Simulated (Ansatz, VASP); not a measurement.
**AlN in two plane-wave programs**

Aim: how closely do two programs agree when they are given the same cell, functional and k mesh?

Calculated with Ansatz 0.2.0; plane waves, with VASP 6.6.1 beside it; single point at PBEsol.

### Step 1. The structure

Symmetry: P6_3mc, No. 186, hexagonal system. The conventional cell has a = 3.081 Å, b = 3.081 Å, c = 5.031 Å, α = 90.00°, β = 90.00°, γ = 120.00°. Al has 4 N at 1.88 to 1.92 Å nearest. Nearest to N lie 4 Al at 1.88 to 1.92 Å. Farther neighbours and most contacts between anions are not listed.

### Step 2. Ansatz: single point, PBEsol

Ansatz runs on its default PAW (the set named soft_2) files.

With cell and atoms fixed, the geometry can't cause a difference; cores, projectors, grids and the points listed under the comparison can.

File input.yaml:

```yaml
crystal:
  lattice:
    - [3.081, 0.0, 0.0]
    - [-1.5405, 2.66822427, 0.0]
    - [0.0, 0.0, 5.031]
  atoms:
    - { symbol: Al, position: [0.33333333, 0.66666667, 0.0] }
    - { symbol: Al, position: [0.66666667, 0.33333333, 0.5] }
    - { symbol: "N", position: [0.33333333, 0.66666667, 0.382] }
    - { symbol: "N", position: [0.66666667, 0.33333333, 0.882] }
hamiltonian:
  xc: pbesol
  pseudopotentials: { kind: paw }
kpoints:
  mp_grid: { grid: [9, 9, 4] }
scf:
  occupations: { method: gaussian, width: 0.05 }
  n_extra_bands: 5
output:
  forces: true
  stress: true
  eigenvalues: true
```

Launch:

```console
$ ansatz run input.yaml --threads 2 --pin off --max-ram 4608MiB --backend cpu --events-out ev --progress --plain --runs-dir out
```

Numbers of over 12 decimals in the logs are rounded to 6 here.

Output:

```text
scf.n_extra_bands = 5 over 8 filled bands (N_el = 16.0): the run solves 13 bands
Engine: ansatz 0.2.0, aarch64-unknown-linux-gnu
Pseudopotentials: kind: paw
Pseudopotential: Al, paw, valence charge 3, recommended cutoff 420 eV (normal), Al.paw.azcp
Pseudopotential: N, paw, valence charge 5, recommended cutoff 420 eV (normal), N.paw.azcp
Functional definition: PBEsol
  exchange = pbesol_x
  correlation = pbesol_c
Crystal: 4 atoms, lattice volume = 41.359 Å³
Basis set: ecut = 420 eV, 785 PW (Γ), exchange–correlation on 48×48×72 points (8 copies of the dense FFT grid, shifted against one another)
Bands: 13, of which v1, the nominal top of the filled ones, is band 8 counted from 1 (7 counted from 0)
Symmetry: 12 space group operations
Space group: P63mc (ITA 186), of the structure as read, at distance tolerance 3.5e-5 Å
k-points: 36 of 324 (time reversal used)
Non-local potential: Al, projectors of the file, l = 0: 2, l = 1: 2, l = 2: 1
Non-local potential: N, projectors of the file, l = 0: 2, l = 1: 2, l = 2: 1
PAW form: soft (Blöchl's): semilocal exchange-correlation on the pseudo side does not see the compensation charge
PAW frozen core: Al, regenerated for the run's functional, and the local potential with it (the file was generated under x = pbe(κ = 0.804, μ = 0.219515), c = pbe(β = 0.066725))
PAW frozen core: N, regenerated for the run's functional, and the local potential with it (the file was generated under x = pbe(κ = 0.804, μ = 0.219515), c = pbe(β = 0.066725))
PAW one-centre angular grid: Al, 110 points (default); XC on 64 Gauss nodes
PAW one-centre angular grid: N, 110 points (default); XC on 64 Gauss nodes
Initial density: superposition of atomic densities (neutral atoms: chi_scale 0, normalization atom), corrected by the library's trained network
Initial wavefunctions: pseudopotential atomic-orbital guess
Functional: x = pbesol(κ = 0.804, μ = 0.123457), c = pbesol(β = 0.046)
SCF iter   1: F=—  HF=-1811.912407 eV  |F-HF|=—  |Δ(HF+E_count)|=         —  Δρ=1.05e-2  dr2=4.80e-2  ethr=1.77e-3  ⟨swp⟩=5.4  Hψ=2979  notcnv=0
preconditioner: auto → none  [insulator: Δε(μ)=4.161 eV  Ē_g=13.712 eV  σ=0.050 eV  W_gap=1.00  n_scr=2 (ndim 8)  ℏωp=23.1 eV  f_vac=0.000  D(μ)=0.00/eV (n_scr^D=0)  ε∞_Penn≈3.8]
SCF iter   2: F=—  HF=-1811.898917 eV  |F-HF|=—  |Δ(HF+E_count)|=   1.35e-2  Δρ=1.76e-3  dr2=1.54e-3  ethr=3.00e-4  ⟨swp⟩=2.9  Hψ=1054  notcnv=0  defer=31
SCF iter   3: F=—  HF=-1811.898545 eV  |F-HF|=—  |Δ(HF+E_count)|=   3.71e-4  Δρ=4.69e-4  dr2=4.73e-5  ethr=9.61e-6  ⟨swp⟩=2.5  Hψ=701  notcnv=0  defer=33
SCF iter   4: F=—  HF=-1811.898394 eV  |F-HF|=—  |Δ(HF+E_count)|=   1.51e-4  Δρ=1.55e-5  dr2=3.40e-8  ethr=6.25e-10  ⟨swp⟩=7.4  Hψ=2998  notcnv=0
iter 5 did not close the SCF: its close was put off for the readings that it lacked (scf_convergence_deferred on its scf_iter line)
SCF iter   5: F=-1811.898394 eV  HF=-1811.898394 eV  |F-HF|=6.51e-10  |Δ(HF+E_count)|=   1.65e-8  Δρ=2.45e-6  dr2=7.93e-10  ethr=2.12e-10  ⟨swp⟩=1.9  Hψ=569  notcnv=0
SCF iter   6: F=-1811.898394 eV  HF=-1811.898394 eV  |F-HF|=2.05e-12  |Δ(HF+E_count)|=  7.65e-10  Δρ=1.63e-7  dr2=6.84e-12  ethr=4.96e-12  ⟨swp⟩=1.1  Hψ=1361  notcnv=0
SCF 1 converged in 6 iterations: F = -1811.898394 eV  dr2 = 6.84e-12
  greatest PAW one-centre occupation: 0.786 electrons in one spin orbital (limit 2), on the N atom at site 3 (counted from 0), in its partial waves of l = 0
SCF converged after 6 iterations
Free energy (F): -1811.898394 eV
Harris-Foulkes:  -1811.898394 eV  (|F-HF|=2.05e-12)
Internal energy: -1811.898394 eV  (E = F + TS)
E sigma→0 (E₀):  -1811.898394 eV
Fermi energy:    9.215763 eV
--- Per-component energies (eV) ---
  E_band       = 30.095047
  E_kinetic    = 318.573978
  E_local      = -444.021992  (includes V_loc(G=0)·N_el)
  E_nonlocal   = 111.551993
  E_hartree    = 153.048529
  E_xc         = -201.693857
  E_vxc        = -215.322045  (∫ρ·V_xc dr)
  E_paw        = -1155.668611  (= ΣΔE_a)
  E_vpaw       = -46.784135  (= ΣTr[D̂ρ^β])
  E_aug_tail   = 0.000188  (compensation charges beyond the density's cutoff)
  E_ewald      = -593.783097
  E_core_change = 0.094476  (= ΣΔE_core)
  E_smearing   = -0.000000  (= −TS)
  E_closure    = 0.000000  (closes the sum)
  Σ components = -1811.898394   (vs F -1811.898394, Δ=0.00e0)
--- Forces (eV/Å), atoms counted from 1 ---
  atom   1  Al     0.00000000    -0.00000000     0.22824124
  atom   2  Al     0.00000000     0.00000000     0.22824124
  atom   3  N     -0.00000000     0.00000000    -0.22824088
  atom   4  N      0.00000000    -0.00000000    -0.22824088
  max |Σ_I F_I| component: 7.23e-7 eV/Å
--- Stress (GPa, compression-positive) ---
        5.457805       0.000000       0.000000
        0.000000       5.457805       0.000000
        0.000000       0.000000      -2.803766
  P = ⅓ Tr σ = 2.7039 GPa (27.039 kbar)
--- Band table (eV; the first three rows and the last of 36) ---
  k-point 0: bands = [... 4 lower, 6.3602, 6.9615, 6.9615, 7.0951, 11.3364, 13.9996, 17.6449, 18.4525, ... 1 higher]
  k-point 1: bands = [... 4 lower, 6.4437, 6.4437, 6.8687, 6.8687, 12.3310, 14.0907, 17.3203, 18.4293, ... 1 higher]
  k-point 2: bands = [... 4 lower, 6.6518, 6.6518, 6.6518, 6.6518, 13.6964, 13.6964, 17.3716, 17.3716, ... 1 higher]
  k-point 35: bands = [... 4 lower, 3.1939, 3.1939, 6.2978, 6.2978, 14.3924, 14.3924, 14.8132, 14.8132, ... 1 higher]
```

It took 3.9 s on 2 threads of Arm Neoverse N1, shared host; peak memory 0.29 GiB.

The run ends at a pressure of 2.70 GPa, with forces up to 0.23 eV/Å.

### Step 3. VASP: single point, PBEsol

The same cell, functional, mesh and smearing now go to VASP, with its own data sets and cutoff.

Lines of VASP's logs that name or quote its potential files are left out, and so is its time.

File INCAR:

```
SYSTEM = AlN
PREC = Accurate
ENCUT = 520
EDIFF = 1E-05
NELM = 100
ISMEAR = 0
SIGMA = 0.05
LREAL = .FALSE.
ALGO = Normal
GGA = PS
NBANDS = 14
LORBIT = 11
LWAVE = .FALSE.
LCHARG = .FALSE.
KPAR = 8
```

File POSCAR:

```
AlN
1.0
    3.0810000000      0.0000000000      0.0000000000
   -1.5405000000      2.6682242700      0.0000000000
    0.0000000000      0.0000000000      5.0310000000
Al N
2 2
Direct
    0.3333333300      0.6666666700      0.0000000000
    0.6666666700      0.3333333300      0.5000000000
    0.3333333300      0.6666666700      0.3820000000
    0.6666666700      0.3333333300      0.8820000000
```

File KPOINTS:

```
Automatic mesh
0
Gamma
9 9 4
0 0 0
```

Potentials, in the order of the species: Al and N (PBE family, release 64).

Launch:

```console
$ mpirun -np 8 vasp_std
```

Output:

```text
[banner, memory and clock lines left out]
running    8 mpi-ranks, on    1 nodes
 distrk:  each k-point on    1 cores,    8 groups
 distr:  one band on    1 cores,    1 groups

 POSCAR found type information on POSCAR AlN
 POSCAR found :  2 types and       4 ions
|                                                                             |
|           W    W    AA    RRRRR   N    N  II  N    N   GGGG   !!!           |
|           W    W   A  A   R    R  NN   N  II  NN   N  G    G  !!!           |
|           W    W  A    A  R    R  N N  N  II  N N  N  G       !!!           |
|           W WW W  AAAAAA  RRRRR   N  N N  II  N  N N  G  GGG   !            |
|           WW  WW  A    A  R   R   N   NN  II  N   NN  G    G                |
|           W    W  A    A  R    R  N    N  II  N    N   GGGG   !!!           |
|                                                                             |
|     For optimal performance we recommend to set                             |
|       NCORE = 2 up to number-of-cores-per-socket                            |
|     NCORE specifies how many cores store one orbital (NPAR=cpu/NCORE).      |
|     This setting can greatly improve the performance of VASP for DFT.       |
|     The default, NCORE=1 might be grossly inefficient on modern             |
|     multi-core architectures or massively parallel machines. Do your        |
|     Unfortunately you need to use the default for GW and RPA                |
|     calculations (for HF NCORE is supported but not extensively tested      |
|     yet).                                                                   |
|                                                                             |

|                                                                             |
|               ----> ADVICE to this user running VASP <----                  |
|                                                                             |
|     You enforced a specific xc type in the INCAR file but a different       |
|     [... a line on the potential file left out ...]
|     I HOPE YOU KNOW WHAT YOU ARE DOING!                                     |
|                                                                             |

 LDA part: xc-table for (Slater+PW92), standard interpolation
 POSCAR, INCAR and KPOINTS ok, starting setup
 FFT: planning ... GRIDC
 FFT: planning ... GRID_SOFT
 FFT: planning ... GRID
 WAVECAR not read
 entering main loop
       N       E                     dE             d eps       ncg     rms          rms(c)
DAV:   1     0.452910309192E+02    0.45291E+02   -0.74882E+03  1008   0.103E+03
DAV:   2    -0.319769144457E+02   -0.77268E+02   -0.70598E+02  1430   0.202E+02
DAV:   3    -0.357692762561E+02   -0.37924E+01   -0.37773E+01  1374   0.475E+01
DAV:   4    -0.357951558218E+02   -0.25880E-01   -0.25877E-01  1092   0.455E+00
DAV:   5    -0.357954808255E+02   -0.32500E-03   -0.32498E-03  1368   0.515E-01    0.118E+01
DAV:   6    -0.313445029930E+02    0.44510E+01   -0.11892E+01  1248   0.257E+01    0.429E+00
DAV:   7    -0.313306865529E+02    0.13816E-01   -0.71071E-01  1110   0.596E+00    0.290E+00
DAV:   8    -0.312990140262E+02    0.31673E-01   -0.81865E-02  1140   0.260E+00    0.513E-01
DAV:   9    -0.312935308926E+02    0.54831E-02   -0.18070E-02  1320   0.990E-01    0.246E-01
DAV:  10    -0.312938754666E+02   -0.34457E-03   -0.13741E-03  1140   0.266E-01    0.149E-01
DAV:  11    -0.312938058792E+02    0.69587E-04   -0.13549E-04  1326   0.905E-02    0.307E-02
DAV:  12    -0.312938051282E+02    0.75103E-06   -0.45356E-06   710   0.200E-02
   1 F= -.31293805E+02 E0= -.31293805E+02  d E =-.447676E-14
```

Parts of OUTCAR (step 3):

```text
ion  position               nearest neighbor table
   1  0.333  0.667  0.000-   4 1.88   4 1.88   4 1.88   3 1.92   2 3.08   2 3.08   2 3.08   2 3.08
                             2 3.08   2 3.08
   2  0.667  0.333  0.500-   3 1.88   3 1.88   3 1.88   4 1.92   1 3.08   1 3.08   1 3.08   1 3.08
                             1 3.08   1 3.08
   3  0.333  0.667  0.382-   2 1.88   2 1.88   2 1.88   1 1.92
   4  0.667  0.333  0.882-   1 1.88   1 1.88   1 1.88   2 1.92

  LATTYP: Found a hexagonal cell.
 ALAT       =     3.0810000000
 C/A-ratio  =     1.6329113924

 Subroutine GETGRP returns: Found 12 space group operations
 (whereof  6 operations were pure point group operations)

The static configuration has the point symmetry C_3v.
 The point group associated with its full space group is C_6v.

 Found     36 irreducible k-points:

   k-points           NKPTS =     36   k-points in BZ     NKDIM =     36   number of bands    NBANDS=     14

   dimension x,y,z NGX =    24 NGY =   24 NGZ =   40
   dimension x,y,z NGXF=    48 NGYF=   48 NGZF=   80

   ENCUT  =  520.0 eV  38.22 Ry    6.18 a.u.   5.73  5.73  9.35*2*pi/ulx,y,z

   NELECT =      16.0000    total number of electrons

 k-points in reciprocal lattice and weights: Automatic mesh
   0.00000000  0.00000000  0.00000000       0.003
   0.11111111  0.00000000  0.00000000       0.019
   0.22222222  0.00000000  0.00000000       0.019
   0.33333333  0.00000000  0.00000000       0.019
   0.44444444  0.00000000  0.00000000       0.019
   0.11111111  0.11111111  0.00000000       0.019
   0.22222222  0.11111111  0.00000000       0.037
   0.33333333  0.11111111  0.00000000       0.037
   0.44444444  0.11111111  0.00000000       0.019
[...]
0.33333333  0.22222222  0.50000000       0.037
   0.33333333  0.33333333  0.50000000       0.006

 average (electrostatic) potential at core
       1 -71.2275       2 -71.2275       3 -59.8915       4 -59.8915

 E-fermi :   6.3355

 k-point     1 :       0.0000    0.0000    0.0000
  band No.  band energies     occupation
    ...
      4       5.3590      2.00000
      5       5.3590      2.00000
      6       5.9606      2.00000
      7       5.9606      2.00000
      8       6.0921      2.00000
      9      10.3514      0.00000
     10      13.0059      0.00000
     11      16.6482      0.00000
     12      17.4557      0.00000
     13      17.4557      0.00000
    ...

 k-point     2 :       0.1111    0.0000    0.0000
  band No.  band energies     occupation
    ...
      4       4.6321      2.00000
      5       5.1581      2.00000
      6       5.2679      2.00000
      7       5.9278      2.00000
      8       6.0291      2.00000
      9      11.0277      0.00000
     10      13.6205      0.00000
     11      15.9961      0.00000
     12      16.4616      0.00000
     13      17.9152      0.00000
    ...

 k-point     3 :       0.2222    0.0000    0.0000
  band No.  band energies     occupation
    ...
      4       3.0814      2.00000
      5       3.9750      2.00000
      6       4.7460      2.00000
      7       5.7848      2.00000
      8       5.7899      2.00000
      9      12.1163      0.00000
     10      14.0230      0.00000
     11      14.4201      0.00000
     12      16.1179      0.00000
     13      17.9062      0.00000
    ...

  Total        1.4056357      1.4056357     -0.7550030      0.0000000      0.0000000      0.0000000
  in kB       54.4521472     54.4521472    -29.2476447      0.0000000      0.0000000      0.0000000
  external PRESSURE =      26.5522166 kB  Pullay stress =       0.0000000 kB

  energy-cutoff  :      520.00
  volume of cell :       41.36
      direct lattice vectors                 reciprocal lattice vectors
     3.081000000  0.000000000  0.000000000     0.324569945  0.187390545  0.000000000
    -1.540500000  2.668224270  0.000000000     0.000000000  0.374781090  0.000000000
     0.000000000  0.000000000  5.031000000     0.000000000  0.000000000  0.198767641

 POSITION                                       TOTAL-FORCE (eV/Angst)
 -----------------------------------------------------------------------------------
     -0.00000      1.77882      0.00000         0.000000      0.000000      0.231529
      1.54050      0.88941      2.51550        -0.000000      0.000000      0.231529
     -0.00000      1.77882      1.92184        -0.000000      0.000000     -0.231529
      1.54050      0.88941      4.43734         0.000000     -0.000000     -0.231529
 -----------------------------------------------------------------------------------
    total drift:                               -0.000008      0.000005     -0.000293

  FREE ENERGIE OF THE ION-ELECTRON SYSTEM (eV)
  ---------------------------------------------------
  free  energy   TOTEN  =       -31.2938051282 eV

  energy  without entropy=      -31.2938051282  energy(sigma->0) =      -31.29380513

 total charge
# of ion       s       p       d       tot
------------------------------------------
    1        0.371   0.449   0.000   0.820
    2        0.371   0.449   0.000   0.820
    3        1.218   2.636   0.000   3.854
    4        1.218   2.636   0.000   3.854
--------------------------------------------------
tot          3.179   6.169   0.000   9.348

[... 3 further parts left out ...]
```

The run ends at a pressure of 2.66 GPa, with forces up to 0.23 eV/Å.

### Step 4. Comparison

Known differences besides the potentials themselves: the cutoff is 420 eV in Ansatz and 520 eV in VASP; Ansatz makes its cores anew for this functional, VASP keeps those of its PBE data sets; VASP leaves aspherical gradient terms in its spheres out (LASPH is not set), Ansatz keeps them. Total energies have different zeros and are not compared.

The two programs side by side:

| quantity | Ansatz | VASP | difference |
| --- | --- | --- | --- |
| pressure (GPa) | 2.70 | 2.66 | +0.05 |
| pressure without Ansatz's Pulay correction (GPa) | 2.18 | 2.66 | -0.48 |
| gap on the k mesh (eV) | 4.241 | 4.259 | -0.018 |

Forces (eV/Å; atoms numbered as in POSCAR):

```csv
atom,"Ansatz x, y, z","VASP x, y, z"
Al1,"0.000, 0.000, 0.228","0.000, 0.000, 0.232"
Al2,"0.000, 0.000, 0.228","0.000, 0.000, 0.232"
N3,"0.000, 0.000, -0.228","0.000, 0.000, -0.232"
N4,"0.000, 0.000, -0.228","0.000, 0.000, -0.232"
```

The forces differ by 1.9 meV/Å r.m.s., which is 1.4 % of the r.m.s. force of 0.13 eV/Å (both taken over all components). A gap on the mesh is an upper bound, since the band edges may lie between its points. Ansatz's pressure holds a Pulay correction of 0.52 GPa; VASP's holds none.

### Step 5. Further runs

Further runs change the set-up of one program: Ansatz's method, potentials or start, or VASP's data sets, cutoff or form of LDA. The table gives Ansatz less VASP for each quantity, since a change that brings one quantity closer may part another.

```csv
run,r.m.s. force difference (meV/Å),pressure (GPa),gap on the k mesh (eV)
as above,1.9,0.049,-0.018
Ansatz's all-electron LAPW method,1.8,-0.10,-0.0072
```

### Step 6. Summary of results

| Quantity | Value |
| --- | --- |
| r.m.s. force difference (single point, PBEsol) | 1.9 meV/Å |

In words: The r.m.s. force difference is 1.9 meV/Å (single point, PBEsol), within the 12 meV/Å picked in this series as the mark of a large difference. Single point, PBEsol, Ansatz's all-electron LAPW method: the difference in pressure goes from 0.049 to -0.10 GPa; the difference in gap on the k mesh goes from -0.018 to -0.0072 eV. Such differences can come from data sets, numerical settings and the points named under the comparisons, not from the functional's error against experiment.

[Lines on the potential files, build, host, timing and source positions are cut from VASP's logs without a mark.]

[Logs are printed without paths, hosts, clocks, repeated set-up lines and the standing remarks that a program may print on its own settings, such as how far it seeks lower states.]

[Hosts, paths, dates, database ids (printed as entryN), source tags and the programs' standing remarks are cut or masked in the printed files.]
